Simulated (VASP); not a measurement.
SrCl2: single point with PBE

Crystal: SrCl2.

```xyz
3
Lattice="0.0000 3.4884 3.4884 3.4884 0.0000 3.4884 3.4884 3.4884 0.0000" Properties=species:S:1:pos:R:3 pbc="T T T"
Sr   -0.0033   -0.0364   -0.0347
Cl    5.2490    5.2263    5.2512
Cl    1.7260    1.7611    1.7815
```

The cell isn't the ideal one: atoms moved at random, drawn with an rms of 0.05 Å.

```json
{"Program": "VASP 6.6.1", "Task": "single point", "Functional": "PBE", "Potentials or basis": "VASP PAW PBE potentials, release 64 (Sr_sv, Cl)", "Cutoff": "520 eV", "k mesh": "7 × 7 × 7", "Occupations": "fermi-dirac, width 0.05 eV", "Spin": "no spin polarisation", "Further INCAR settings": "ALGO = Normal; EDIFF = 1e-07; NBANDS = 19"}
```

| Quantity | Value |
| --- | --- |
| Pressure | 1.2 GPa |
| Largest force | 0.220 eV/Å |
| Band gap on the k mesh | 5.36 eV, indirect (least direct gap 5.67 eV) |

Forces in eV/Å, atoms in the order of the input:
```
Sr  -0.005  0.127  0.180
Cl  -0.086 -0.014 -0.049
Cl   0.091 -0.113 -0.131
```

Stress tensor (GPa, compression positive):
```
 1.17 -0.09 -0.11
-0.09  1.16  0.23
-0.11  0.23  1.14
```

Levels at points of the mesh, in eV from the valence-band top:
```
           k point  band 9  band 10  band 11  band 12  band 13  band 14  band 15  band 16
(0.00, 0.00, 0.00)   -2.09    -0.32    -0.31    -0.31     5.36     6.13     6.14     8.96
```

Run time: 3 min on 1 thread of Intel(R) Xeon(R) 6975P-C (Granite Rapids) (shared host), peak memory 0.41 GiB.

Caveat: an odd mesh through Γ misses points on the zone boundary, where band edges often lie.
